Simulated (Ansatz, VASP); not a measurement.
## Two plane-wave programs on Pd

Contents of INCAR:

```
ALGO = Fast ; EDIFF = 1E-6
ENCUT = 520 ; GGA = PE
ISIF = 2 ; ISMEAR = 0
LASPH = T ; LCHARG = T
LELF = T ; LREAL = F
LVHAR = T ; LWAVE = F
NBANDS = 11 ; NELM = 100
PREC = Accurate ; SIGMA = 0.1
```

KPOINTS

```
k-points
0
Gamma
  8 8 8
```

File POSCAR:

```
Pd
1.0
   -1.6149517446      1.6149517446      1.6149517446
    1.6149517446     -1.6149517446      1.6149517446
    1.6149517446      1.6149517446     -1.6149517446
Pd
1
Direct
    0.0000000000      0.0000000000      0.0000000000
```

Input for Ansatz:

```yaml
crystal:
  lattice:
    - [-1.6149517446, 1.6149517446, 1.6149517446]
    - [1.6149517446, -1.6149517446, 1.6149517446]
    - [1.6149517446, 1.6149517446, -1.6149517446]
  atoms:
    - { symbol: Pd, position: [0.0, 0.0, 0.0] }
basis:
  ecutwfc: 420
kpoints:
  mp_grid: { grid: [8, 8, 8] }
hamiltonian:
  xc: pbe
scf:
  occupations: { method: gaussian, width: 0.1 }
output:
  forces: true
  stress: true
  eigenvalues: true
```

Alike in both runs: task single point; functional PBE; k mesh 8 × 8 × 8; occupations gaussian, width 0.1 eV; no spin polarisation.

```csv
,VASP,Ansatz
version,VASP 6.6.1,Ansatz 0.2.0
potentials or method,"VASP PAW PBE potentials, release 64 (Pd)","scalar-relativistic, plane waves, PAW"
plane-wave cutoff (eV),520,420
valence electrons in the cell,10,18
```

```csv
,VASP,Ansatz,Ansatz less VASP
gap on the k mesh at the Fermi level (eV),none,none,-
pressure (GPa),-11.2,-11.0,+0.12
```

A gap of «none» marks a metal or a gap that the smearing closes. The two sets of potentials don't hold the same shells in valence.
